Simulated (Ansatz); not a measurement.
# Two structures of GaN under several functionals

Plane-wave DFT in Ansatz with scalar-relativistic PAW potentials (420 eV, r2SCAN 500 eV). Each structure was relaxed within its symmetry at each level.
A. P6_3mc, 4 atoms in the computed cell, a = 3.197 Å, c = 5.209 Å; sites (symmetry × multiplicity) Ga 3m. × 2, N 3m. × 2
B. F-43m, 2 atoms in the computed cell, a = 4.518 Å; sites (symmetry × multiplicity) Ga -43m × 4, N -43m × 4
(cells at PBE+D3(BJ))

Task: Does the choice of functional change which is lower?

Result:
| level | E(B) − E(A) (meV/atom) | V(A) (Å³/atom) | V(B) (Å³/atom) |
| --- | --- | --- | --- |
| PBE+D3(BJ) | 5.0 | 11.52 | 11.53 |
| PBE | 5.4 | 11.76 | 11.76 |
| r2SCAN | 7.1 | 11.37 | 11.37 |
| LDA | 5.6 | 11.05 | 11.06 |
| PBEsol | 6.0 | 11.37 | 11.38 |

No: at every level A is lower; the difference varies by 2.1 meV/atom between levels. The margin is a few meV per atom, within the functionals' error and close to that of the meshes, so vibrations or another level could turn it.